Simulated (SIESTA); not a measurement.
Crystal: P.

```
P
1.0
     2.42469    0.00000    0.00000
     0.00000    2.43854    0.00000
    -0.02031    0.00000    4.85243
P
2
Direct
  0.00000 0.00000 0.74943
  0.00000 0.00000 0.25057
```

This isn't the form of P at room conditions, which is orthorhombic.

| Property | Result |
| --- | --- |
| Program | SIESTA 5.4.2 |
| Task | single point |
| Functional | PBE |
| Potentials or basis | PseudoDojo 0.4 standard (PBE files) |
| Basis | DZP (energy shift 0.002 Ry) |
| Grid cutoff | 500 Ry |
| Energy shift | 0.002 Ry |
| k mesh | 11 × 11 × 6 |
| Occupations | fermi-dirac, width 0.05 eV |
| Spin | no spin polarisation |

On this cell: pressure 4.2 GPa; largest force 0.009 eV/Å; band gap on the k mesh none (metal or under the smearing width).

The same run follows on a disturbed copy (atoms moved at random, drawn with an rms of 0.05 Å):

```xyz
2
Lattice="2.4247 0.0000 0.0000 0.0000 2.4385 0.0000 -0.0203 0.0000 4.8524" Properties=species:S:1:pos:R:3 pbc="T T T"
P    -0.0113   -0.0187    3.6685
P     2.4075   -0.0001    1.1831
```

Q: What changes?

A: The energy (extrapolated to zero smearing) moves by +2.1 meV/atom; pressure 4.5 GPa; largest force 0.152 eV/Å; band gap on the k mesh none (metal or under the smearing width).

Forces in eV/Å, atoms in the order of the input:
```
P   -0.031  0.033 -0.145
P    0.031 -0.033  0.145
```

Stress tensor (GPa, compression positive):
```
 5.79  0.01  0.29
 0.01  4.44 -0.04
 0.29 -0.04  3.24
```

Caveats: the basis of atomic orbitals isn't converged, which shifts pressures, moduli and gaps.
